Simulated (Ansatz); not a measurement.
A (110) slab of Al (Fm-3m (No. 225)), 8 planes, outer planes Al (top) and Al (bottom), with 8 atoms (Al8) in a surface cell of A = 11.402 Å², as cut from the bulk:

```
Al
1.0
     2.83943    0.00000    0.00000
     0.00000    4.01556    0.00000
     0.00000    0.00000   24.93799
Al
8
Direct
  0.50000 0.50000 0.30075
  0.00000 0.00000 0.35768
  0.50000 0.50000 0.41461
  0.00000 0.00000 0.47154
  0.50000 0.50000 0.52846
  0.00000 0.00000 0.58539
  0.50000 0.50000 0.64232
  0.00000 0.00000 0.69925
```

These are results of Ansatz 0.2.0, DFT PBEsol, scalar-relativistic, plane waves, PAW, not measurements. Cutoff 420 eV; k points 12×9×1 on the computed 8-atom cell (Γ-centred); Gaussian smearing, width 0.10 eV; no spin polarisation.

Against the same 8 atoms in the bulk, the slab as cut lies 1.624 eV higher and the relaxed slab 1.589 eV higher.

Question: Work out the surface energy before and after relaxation.

Answer: The slab has two faces, so γ = (E_slab − N·E_bulk)/(2A), the mean of both. As cut: 1.624/(2 × 11.402) = 0.0712 eV/Å², and 1 eV/Å² = 16.02 J/m², so γ = 1.14 J/m². Relaxed: 1.589/(2 × 11.402) = 0.0697 eV/Å² = 1.12 J/m². Relaxation recovers 2 % of the cost of cutting.

Question: A cut through this plane breaks about 6 nearest-neighbour bonds a surface cell. What does each broken bond cost, before relaxation?

Answer: One cut makes two faces and costs 2γA = 1.624 eV, shared by 6 bonds: 0.27 eV a bond. In a metal this is less than the cohesive energy a bond, since the bonds that remain at the surface strengthen.

Question: What is the ideal work of this cut, per area?

Answer: Griffith's ideal work is 2γ: 2.28 J/m² if the new faces stay rigid, 2.23 J/m² if they relax. One thickness was run, 8 planes, so γ can still shift with it.